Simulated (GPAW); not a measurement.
Crystal: SrO.

```
Sr O
1.0
     0.00000    2.56630    2.56630
     2.56630    0.00000    2.56630
     2.56630    2.56630    0.00000
Sr O
1 1
Direct
  0.50000 0.50000 0.50000
  0.00000 0.00000 0.00000
```

```yaml
Program: GPAW 26.7.0
Task: relaxation of cell and atoms
Functional: PBEsol
Dispersion: D3(BJ)
Potentials_or_basis: PAW data sets generated in the run's folder for this functional
Cutoff: 800 eV
Basis: pw
k_mesh: 9 × 9 × 9
Occupations: fermi-dirac, width 0.05 eV
Spin: no spin polarisation
```

At the start: pressure -2.5 GPa; volume 16.90 Å³/atom.

Task: How do energy, volume and symmetry change on relaxing?

Result: Over 3 steps the energy falls by 3.4 meV/atom and the volume is 16.44 Å³/atom (-2.7 %); space group Fm-3m (No. 225, to 0.05 Å).

Step by step:
```tsv
step	energy change (eV)	largest force (eV/Å)	pressure (GPa)	volume (Å³)
1	0.0000	0.0000	-2.55	33.80
2	-0.0027	0.0000	-2.03	33.61
3	-0.0069	0.0000	0.08	32.88
```

Final structure:
```yaml
crystal:
  lattice:
    - [0.00000, 2.54266, 2.54266]
    - [2.54266, 0.00000, 2.54266]
    - [2.54266, 2.54266, 0.00000]
  atoms:
    - { symbol: Sr, position: [0.50000, 0.50000, 0.50000] }
    - { symbol: O, position: [0.00000, 0.00000, 0.00000] }
```

Caveat: later steps reuse the first step's grids.
